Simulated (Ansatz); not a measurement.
## Hf2COF MXene monolayer in a perpendicular field

What dipole does a perpendicular field induce in the Hf2COF MXene monolayer? A positive field points along +c.

Method: plane-wave DFT, PBE-D3(BJ), Ansatz PAW, in Ansatz 0.2.0.

**1. Starting point**

The cell holds 5 atoms: 1 F, 2 Hf, 1 C and 1 O. Its edges and angles: a = 3.289 Å, b = 3.289 Å, c = 40.572 Å, α = 90.0°, β = 90.0°, γ = 120.0°. Vacuum lies along c.

**2. Relaxing the slab**

The starting cell is a guess, so the in-plane lattice and the atoms are relaxed first, with the slab cut off from its images along the normal.

input.yaml

```yaml
crystal:
  lattice:
    - [3.289, 0.0, 0.0]
    - [-1.6445, 2.848357553, 0.0]
    - [0.0, 0.0, 40.5718145983]
  atoms:
    - { symbol: F, position: [0.3333333333, 0.6666666667, 0.4411929853] }
    - { symbol: Hf, position: [0.6666666667, 0.3333333333, 0.4657812231], spin: 1.0 }
    - { symbol: C, position: [0.0, 0.0, 0.4977677583] }
    - { symbol: Hf, position: [0.3333333333, 0.6666666667, 0.5297542934], spin: 1.0 }
    - { symbol: O, position: [0.6666666667, 0.3333333333, 0.5588070147] }
  periodic: [true, true, false]
magnetization:
  spin_polarized: true
kpoints:
  mp_grid: { grid: [12, 12, 1] }
hamiltonian:
  xc: pbe
  dispersion: d3bj
scf:
  occupations: { method: fermi_dirac, width: 0.05 }
  convergence: { dr2_threshold: 1.0e-09 }
relax:
  f_tol: 0.004
  max_steps: 90
  cell: {}
output:
  write_potential: true
  write_density: true
  volumetric_format: npy
```

Run with:

```
> ansatz run input.yaml --threads 2 --pin off --max-ram 3072MiB --backend cpu --events-out ev --progress --plain --runs-dir out
```

Numbers of over 12 decimals in the logs are rounded to 6 here.

Output:

```text
Warning: relax.cell: scf.convergence.dr2_threshold = 1e-9 eV is looser than the 2.29140738368e-10 eV advised for a relaxation that steers and ends on the stress (1e-10 eV for each atom of the cell: 5, times the square of relax.cell.stress_2d_tol = 0.05 N/m over 14.8 Å (the atoms' height at the walk's start and 5 Å past either face), 3.385e-2 GPa, over a crystal's default 0.05). What an SCF threshold leaves in a stress goes as its square root, and in the free energy as the threshold itself, and one threshold admits the most on a small cell: [figures from the program's tests cut] Set scf.convergence.dr2_threshold to 2.29140738368e-10 eV or tighter. [rest of the remark cut]
Engine: ansatz 0.2.0, x86_64-unknown-linux-gnu
Pseudopotentials: kind: paw
Pseudopotential: F, paw, valence charge 7, recommended cutoff 420 eV (normal), F.paw.azcp
Pseudopotential: Hf, paw, valence charge 26, recommended cutoff 420 eV (normal), Hf.paw.azcp
Pseudopotential: C, paw, valence charge 4, recommended cutoff 420 eV (normal), C.paw.azcp
Pseudopotential: O, paw, valence charge 6, recommended cutoff 420 eV (normal), O.paw.azcp
Functional definition: PBE
  parameter kappa = 0.804
  parameter beta = 0.066725
  exchange = pbe_x(kappa = kappa, mu = beta*pi^2/3)
  correlation = pbe_c(beta = beta)
Crystal: 5 atoms, lattice volume = 380.087 Å³
Basis set: ecut = 420 eV, 7587 PW (Γ), exchange–correlation on 48×48×576 points (8 copies of the dense FFT grid, shifted against one another)
Bands: 43, of which v1, the nominal top of the filled ones, is band 35 counted from 1 (34 counted from 0)
Symmetry: 6 space group operations
Space group: P3m1 (ITA 156), of the structure as read, at distance tolerance 7.2e-5 Å
Magnetic group: BNS 156.49 (UNI 1279), of the structure as read, at distance tolerance 7.2e-5 Å
k-points: 19 of 144 (time reversal used)
Non-local potential: F, projectors of the file, l = 0: 2, l = 1: 2, l = 2: 1
Non-local potential: Hf, projectors of the file, l = 0: 3, l = 1: 2, l = 2: 2, l = 3: 3
Non-local potential: C, projectors of the file, l = 0: 2, l = 1: 2, l = 2: 1
Non-local potential: O, projectors of the file, l = 0: 2, l = 1: 2, l = 2: 1
PAW form: soft (Blöchl's): semilocal exchange-correlation on the pseudo side does not see the compensation charge
PAW one-centre angular grid: F, 110 points (default); XC on 64 Gauss nodes
PAW one-centre angular grid: Hf, 590 points (default); XC on 64 Gauss nodes
PAW one-centre angular grid: C, 110 points (default); XC on 64 Gauss nodes
PAW one-centre angular grid: O, 110 points (default); XC on 64 Gauss nodes
Initial density: superposition of atomic densities (neutral atoms: chi_scale 0, normalization atom)
Starting moments: Σ|m| = 2 μB on 2 of 5 sites
Initial wavefunctions: pseudopotential atomic-orbital guess
Functional: x = pbe(κ = 0.804, μ = 0.219515), c = pbe(β = 0.066725)
SCF iter   1: F=—  HF=-33080.916072 eV  |F-HF|=—  |Δ(HF+E_count)|=         —  Δρ=3.17e-2 (↑3.17e-2 ↓3.08e-2)  dr2=2.97e1  dr2_m=1.56e-1  M=0.449 μB ∫|m|=0.590 μB  β_m=0.30  ethr=3.10e-3  ⟨swp⟩=14.8  Hψ=10488  notcnv=0
Mixer restart at iter 1: flushing history
preconditioner: auto → Resta (q_TF=auto, 2.053 Å⁻¹)  ε∞=1.7  [insulator: Δε(μ)=0.284 eV  Ē_g=17.810 eV  σ=0.050 eV  W_gap=0.89  n_scr=26 (ndim 8)  ℏωp=15.4 eV  f_vac=0.807  D(μ)=0.29/eV (n_scr^D=4)  ε∞_Penn≈1.7  vacuum switching on, ρ_ref=2.3e-2 e/Å³]
spin=Collinear: Resta preconditioning applied to the charge; magnetization (m = ρ↑ − ρ↓) channel mixes plain (no charge-response kernel on spin).
SCF iter   2: F=—  HF=-33075.831858 eV  |F-HF|=—  |Δ(HF+E_count)|=    5.08e0  Δρ=1.59e-2 (↑1.59e-2 ↓1.59e-2)  dr2=2.15e1  dr2_m=8.06e-2  M=0.557 μB ∫|m|=0.630 μB  β_m=0.26  ethr=3.10e-3  ⟨swp⟩=8.3  Hψ=5232  notcnv=0  defer=98
preconditioner: auto → LDOS  [metal: Δε(μ)=0.015 eV  Ē_g=17.783 eV  σ=0.050 eV  W_gap=0.07  n_scr=26 (ndim 8)  ℏωp=15.4 eV  f_vac=0.811  D(μ)=2.83/eV (n_scr^D=14)]
spin=Collinear: LDOS preconditioning applied to the charge; magnetization (m = ρ↑ − ρ↓) channel mixes plain (no charge-response kernel on spin).
SCF iter   3: F=—  HF=-33075.412125 eV  |F-HF|=—  |Δ(HF+E_count)|=   4.20e-1  Δρ=1.14e-2 (↑1.14e-2 ↓1.03e-2)  dr2=2.53e0  dr2_m=6.10e-2  M=0.396 μB ∫|m|=0.504 μB  β_m=0.53  ethr=3.10e-3  ⟨swp⟩=5.4  Hψ=3341  notcnv=0  defer=71
SCF iter   4: F=—  HF=-33075.259778 eV  |F-HF|=—  |Δ(HF+E_count)|=   1.52e-1  Δρ=5.72e-3 (↑5.72e-3 ↓5.48e-3)  dr2=6.66e0  dr2_m=1.18e-2  M=0.231 μB ∫|m|=0.326 μB  β_m=0.46  ethr=3.10e-3  ⟨swp⟩=8.1  Hψ=4098  notcnv=0  defer=143  recentre
SCF iter   5: F=—  HF=-33075.011400 eV  |F-HF|=—  |Δ(HF+E_count)|=   2.48e-1  Δρ=3.14e-3 (↑2.78e-3 ↓3.14e-3)  dr2=8.83e-1  dr2_m=4.81e-3  M=0.204 μB ∫|m|=0.278 μB  β_m=0.61  ethr=3.10e-3  ⟨swp⟩=5.5  Hψ=2979  notcnv=0  defer=125
SCF iter   6: F=—  HF=-33074.988233 eV  |F-HF|=—  |Δ(HF+E_count)|=   2.32e-2  Δρ=1.07e-3 (↑9.45e-4 ↓1.07e-3)  dr2=2.38e-2  dr2_m=1.19e-3  M=0.125 μB ∫|m|=0.165 μB  β_m=0.67  ethr=1.28e-3  ⟨swp⟩=5.6  Hψ=3051  notcnv=0  defer=105
SCF iter   7: F=—  HF=-33074.999299 eV  |F-HF|=—  |Δ(HF+E_count)|=         —  Δρ=6.49e-4 (↑6.49e-4 ↓6.24e-4)  dr2=1.00e-2  dr2_m=7.91e-4  M=0.059 μB ∫|m|=0.080 μB  β_m=0.67  ethr=3.45e-5  ⟨swp⟩=5.5  Hψ=4330  notcnv=0  defer=96
SCF iter   8: F=—  HF=-33075.000066 eV  |F-HF|=—  |Δ(HF+E_count)|=   7.67e-4  Δρ=3.14e-4 (↑3.02e-4 ↓3.14e-4)  dr2=3.60e-3  dr2_m=2.31e-4  M=0.037 μB ∫|m|=0.049 μB  β_m=0.83  ethr=1.45e-5  ⟨swp⟩=4.5  Hψ=3111  notcnv=0  defer=91
SCF iter   9: F=—  HF=-33075.000392 eV  |F-HF|=—  |Δ(HF+E_count)|=   3.26e-4  Δρ=1.19e-4 (↑9.67e-5 ↓1.19e-4)  dr2=1.78e-4  dr2_m=3.08e-5  M=0.016 μB ∫|m|=0.021 μB  β_m=0.87  ethr=5.21e-6  ⟨swp⟩=3.5  Hψ=3247  notcnv=0  defer=90
SCF iter  10: F=—  HF=-33075.000499 eV  |F-HF|=—  |Δ(HF+E_count)|=   1.07e-4  Δρ=5.93e-5 (↑5.93e-5 ↓5.86e-5)  dr2=5.63e-5  dr2_m=6.87e-6  M=0.008 μB ∫|m|=0.010 μB  β_m=0.75  ethr=2.57e-7  ⟨swp⟩=3.6  Hψ=4023  notcnv=0  defer=84
SCF iter  11: F=—  HF=-33075.000496 eV  |F-HF|=—  |Δ(HF+E_count)|=   2.16e-6  Δρ=2.95e-5 (↑2.95e-5 ↓2.44e-5)  dr2=5.29e-6  dr2_m=1.63e-6  M=0.004 μB ∫|m|=0.005 μB  β_m=0.69  ethr=8.16e-8  ⟨swp⟩=3.0  Hψ=3600  notcnv=0  defer=83
SCF iter  12: F=—  HF=-33075.000499 eV  |F-HF|=—  |Δ(HF+E_count)|=   2.75e-6  Δρ=1.43e-5 (↑1.43e-5 ↓1.34e-5)  dr2=2.80e-6  dr2_m=4.69e-7  M=0.002 μB ∫|m|=0.002 μB  β_m=0.69  ethr=7.67e-9  ⟨swp⟩=3.5  Hψ=4055  notcnv=0  defer=82
SCF iter  13: F=—  HF=-33075.000501 eV  |F-HF|=—  |Δ(HF+E_count)|=   1.78e-6  Δρ=5.79e-6 (↑5.79e-6 ↓5.21e-6)  dr2=1.26e-7  dr2_m=6.51e-8  M=0.001 μB ∫|m|=0.001 μB  β_m=0.66  ethr=4.06e-9  ⟨swp⟩=2.9  Hψ=3497  notcnv=0  defer=82
[...]
relax step   7: F+E_penalty+E_count = -33075.96534054 eV  Δ(F+E_penalty+E_count) = +1.290e-6 eV  max|allowed force component| = 2.239e-4 eV/Å  Δτ_max = 0.0002 Å  P = +0.001 N/m  Ω = 369.988 Å³  energy of the carried Pulay correction = +5.556e-3 eV  fix = [c, alpha, beta]  reactions: c +0.000 N/m  (5 SCF iters, accepted)
[...]
relax step   8: F+E_penalty+E_count = -33075.96053146 eV  Δ(F+E_penalty+E_count) = +4.809e-3 eV  max|allowed force component| = 7.073e-4 eV/Å  Δτ_max = 0.0000 Å  P = -0.103 N/m  Ω = 369.988 Å³  fix = [c, alpha, beta]  reactions: c -0.000 N/m  stress off target by 1.03e-1 N/m on what of the cell is left free  SCF on the basis re-selected at this cell (its energy is not comparable with the rows above)  (7 SCF iters)
[...]
relax step   9: F+E_penalty+E_count = -33075.96066612 eV  Δ(F+E_penalty+E_count) = -1.347e-4 eV  max|allowed force component| = 1.339e-3 eV/Å  Δτ_max = 0.0008 Å  P = -0.026 N/m  Ω = 369.786 Å³  energy of the carried Pulay correction = +1.151e-4 eV  fix = [c, alpha, beta]  reactions: c -0.000 N/m  (6 SCF iters, accepted)
iter 1 solved again at ethr=4.28e-7 eV; its pass at ethr=3.10e-3 eV (dr2=2.96e-4 eV) is discarded
SCF iter   1: F=—  HF=-33075.960576 eV  |F-HF|=—  |Δ(HF+E_count)|=         —  Δρ=1.69e-6 (↑1.69e-6 ↓1.68e-6)  dr2=1.47e-8  dr2_m=2.10e-11  M=0.000 μB ∫|m|=0.000 μB  β_m=0.65  ethr=4.28e-7  ⟨swp⟩=6.1  Hψ=17652  notcnv=0
eigensolver tolerance schedule: the retry pair's looser diagonalisation over-reported the residual by 20053.41 of it (diagonalisation noise at an unbounded share of the residual, at the tolerance the schedule requests for it); recorded, not acted on — ethr = c·dr2/N_el stays at c = 1.0e-1
preconditioner: auto → LDOS  [metal: Δε(μ)=0.117 eV  Ē_g=18.047 eV  σ=0.050 eV  W_gap=0.48  n_scr=26 (ndim 8)  ℏωp=15.6 eV  f_vac=0.816  D(μ)=1.80/eV (n_scr^D=12)]
spin=Collinear: LDOS preconditioning applied to the charge; magnetization (m = ρ↑ − ρ↓) channel mixes plain (no charge-response kernel on spin).
SCF iter   2: F=—  HF=-33075.960570 eV  |F-HF|=—  |Δ(HF+E_count)|=   5.97e-6  Δρ=1.19e-6 (↑1.18e-6 ↓1.19e-6)  dr2=1.09e-8  dr2_m=7.50e-12  M=0.000 μB ∫|m|=0.000 μB  β_m=0.34  ethr=2.14e-11  ⟨swp⟩=7.4  Hψ=8472  notcnv=0
SCF iter   3: F=—  HF=-33075.960570 eV  |F-HF|=—  |Δ(HF+E_count)|=   1.60e-9  Δρ=5.59e-7 (↑5.48e-7 ↓5.59e-7)  dr2=2.28e-9  dr2_m=7.47e-12  M=0.000 μB ∫|m|=0.000 μB  β_m=0.67  ethr=1.59e-11  ⟨swp⟩=2.4  Hψ=2543  notcnv=0
SCF iter   4: F=-33075.960570 eV  HF=-33075.960570 eV  |F-HF|=1.32e-9  |Δ(HF+E_count)|=  5.02e-10  Δρ=1.39e-7 (↑1.33e-7 ↓1.39e-7)  dr2=1.00e-10  dr2_m=2.32e-12  M=0.000 μB ∫|m|=0.000 μB  ethr=1.45e-12  ⟨swp⟩=16.9  Hψ=17735  notcnv=0
the starting moments were not kept: the SCF closed with an absolute magnetisation of 4.7e-6 μB, where they sum to 2 μB in size (2 sites). That is at most 0.1 of that sum. Measured as dr2_m measures the in/out step, that magnetisation stands 1.8e-12 eV from none, at or under the dr2_threshold of 1.0e-9 eV: it is no larger than a step whose dr2_m would equal this threshold.
SCF 10 converged in 4 iterations: F = -33075.960570 eV  dr2 = 1.00e-10
relax step  10: F+E_penalty+E_count = -33075.96056993 eV  Δ(F+E_penalty+E_count) = +9.619e-5 eV  max|allowed force component| = 1.323e-3 eV/Å  Δτ_max = 0.0000 Å  P = -0.027 N/m  Ω = 369.786 Å³  fix = [c, alpha, beta]  reactions: c -0.000 N/m  stress off target by 2.70e-2 N/m on what of the cell is left free  SCF on the basis re-selected at this cell (its energy is not comparable with the rows above)  (4 SCF iters)
basis re-selected at this cell: Δ(F+E_penalty+E_count) = +9.619e-5 eV, ΔP = -0.001 N/m vs the last step (what re-selecting the basis moved, of the pressure what is left beyond the Pulay correction that the steps carried, after the strain that the cell walked since its last selection, with what the two solves' SCF thresholds leave and, on support functions, any second-order correction that the steps lacked; it is no m [...]
WARN: The output density's exchange-correlation potential varies sharply where the density is thin. Do not read a vacuum level from v_tot or v_xc, or from such a field of the output density. On a cell that repeats whose density bears no net charge and no dipole along the vacuum's axis use v_es (v_loc + v_h of the components); under efield.dipole_correction with no amplitude use v_es + v_field, which holds any externa [...]
SCF converged after 4 iterations
Magnetization: 0.0000 μB (34.5000 up, 34.5000 down)
Absolute magnetization: 0.0000 μB (∫|ρ↑−ρ↓|, with the PAW one-centre terms)
Spin contamination: 0.0000 ħ² per cell (⟨S²⟩ above its minimum at these occupations)
Per-site moments (μB) at R_I (Å): [(7.187801894115203e-8, 0.949662), (9.725717980027537e-7, 0.918382), (-5.871668737908167e-7, 0.918382), (2.1935921314966223e-7, 0.871727), (1.2785080559299546e-7, 0.871727)]
Free energy (F): -33075.960570 eV
Harris-Foulkes:  -33075.960570 eV  (|F-HF|=1.32e-9)
Internal energy: -33075.945977 eV  (E = F + TS)
E sigma→0 (E₀):  -33075.953274 eV
Entropy (-TS):   -0.014593 eV (-2.919 meV/atom)
Fermi energy:    -4.219197 eV
--- Per-component energies (eV) ---
  E_band       = -1483.360442
  E_kinetic    = 1317.253524
  E_local      = -402359.049353  (includes V_loc(G=0)·N_el)
  E_nonlocal   = -2339.290481
  E_hartree    = 199973.959070
  E_xc         = -802.770100
  E_vxc        = -789.924829  (∫ρ·V_xc dr)
  E_paw        = -14312.107086  (= ΣΔE_a)
  E_vpaw       = 2739.729603  (= ΣTr[D̂ρ^β])
  E_aug_tail   = 0.004509  (compensation charges beyond the density's cutoff)
  E_ewald      = 185446.960529
  E_disp       = -0.906591  (pairwise vdW)
  E_smearing   = -0.014593  (= −TS)
  E_closure    = -0.000000  (closes the sum)
  Σ components = -33075.960570   (vs F -33075.960570, Δ=0.00e0)
--- Forces (eV/Å), atoms counted from 1 ---
  atom   1  F      0.00000000     0.00000000     0.00132282
  atom   2  Hf    -0.00000000    -0.00000000    -0.00018566
  atom   3  C      0.00000000     0.00000000     0.00009126
  atom   4  Hf     0.00000000    -0.00000000    -0.00121843
  atom   5  O      0.00000000    -0.00000000    -0.00001018
  max |Σ_I F_I| component: 1.87e-7 eV/Å
--- 2D stress c σ (N/m, compression-positive) ---
       -0.026985       0.000000       0.000000
        0.000000      -0.026985      -0.000000
        0.000000      -0.000000      -0.000000
  P = ½ c Tr σ = -0.0270 N/m
--- Band table (eV; the first three rows and the last of 38) ---
  k-point 0 ↑: bands = [... 31 lower, -7.6971, -6.5769, -6.5769, -3.2905, -3.2905, -3.2461, -2.5614, -1.1310, ... 4 higher]
  k-point 1 ↑: bands = [... 31 lower, -7.5993, -6.8886, -6.6444, -3.6605, -3.1771, -2.9629, -2.5644, -1.1308, ... 4 higher]
  k-point 2 ↑: bands = [... 31 lower, -7.7575, -7.2572, -6.7977, -4.1162, -2.9889, -2.8115, -2.2083, -1.1262, ... 4 higher]
  k-point 18 ↓: bands = [... 31 lower, -8.2152, -7.9229, -7.7080, -3.2729, -2.4797, -2.0876, -0.8162, -0.7391, ... 4 higher]
  the weakly bound empty levels are not read free of the cell's end (no_gap_told)
--- Relaxed structure (8 steps of the walk, 7 accepted, 2 SCFs on fresh bases) ---
  F+E_penalty+E_count = -33075.96056993 eV   max|allowed force component| = 1.323e-3 eV/Å   (the final SCF, on the basis selected at the relaxed cell)
  cell:  # Å, volume = 369.7863 Å³
    - [3.244127, 0, 0]
    - [-1.622064, 2.809497, 0]
    - [0, 0, 40.5718145983]
  atoms:
    - { symbol: F, position: [0.333333, 0.666667, 0.435758] }
    - { symbol: Hf, position: [0.666667, 0.333333, 0.468754] }
    - { symbol: C, position: [2.974942998867953e-19, 0, 0.498419] }
    - { symbol: Hf, position: [0.333333, 0.666667, 0.533125] }
    - { symbol: O, position: [0.666667, 0.333333, 0.557247] }
```

The job ended after 1.7 min (2 threads of AMD EPYC 9R45, shared host; peak memory 0.99 GiB).

The steps of the relaxation:

```tsv
step	energy less that of the first step (eV)	largest force component (eV/Å)	volume (Å³)
1	0.0000	4.0197	380.09
2	-0.8554	1.9565	371.47
3	-0.9613	0.2206	369.01
4	-0.9539	0.5157	371.70
5	-0.9649	0.0095	369.90
6	-0.9648	0.0043	369.98
7	-0.9648	0.0002	369.99
8*	-0.9600	0.0007	369.99
9	-0.9602	0.0013	369.79
10*	-0.9601	0.0013	369.79
```

Relaxation steps marked * repeat the geometry before them on a plane-wave basis chosen anew for their cell, so energy and pressure can jump there. Relaxation step 4 was tried and not accepted.

The run keeps the 6 symmetry operations that it works with, so distortions that break them were not tested.

```tsv
cell as run	before	after	change
a (Å)	3.289	3.244	-1.4 %
b (Å)	3.289	3.244	-1.4 %
```

The atoms that moved most (Å, along periodic axes as changes of fractional coordinates times the final cell, across vacuum about the mean position):

```tsv
atom	dx	dy	dz	length
F1	0.000	0.000	-0.220	0.220
Hf4	0.000	0.000	0.137	0.137
Hf2	0.000	0.000	0.121	0.121
O5	0.000	0.000	-0.063	0.063
C3	0.000	0.000	0.026	0.026
```

The relaxed structure:

```xyz
5
Lattice="3.2441 0.0000 0.0000 -1.6221 2.8095 0.0000 0.0000 0.0000 40.5718" Properties=species:S:1:pos:R:3
F     0.0000    1.8730   17.6795
Hf    1.6221    0.9365   19.0182
C     0.0000    0.0000   20.2218
Hf    0.0000    1.8730   21.6298
O     1.6221    0.9365   22.6085
```

This step gave:

| Property | Result |
| --- | --- |
| energy at zero smearing | -33075.9533 eV |

The lattice constant a goes from 3.289 to 3.244 Å.

[end of part 1 of 2]

[Logs are printed without paths, hosts, clocks, repeated set-up lines and the standing remarks that a program may print on its own settings, such as how far it seeks lower states.]

[Hosts, paths, dates, database ids (printed as entryN), source tags and the programs' standing remarks are cut or masked in the printed files.]

[Maps of the electrostatic potential energy from Ansatz leave out the sawtooth potential of an applied field or a dipole correction, so their vacuum need not be flat; planar profiles and work functions include it.]
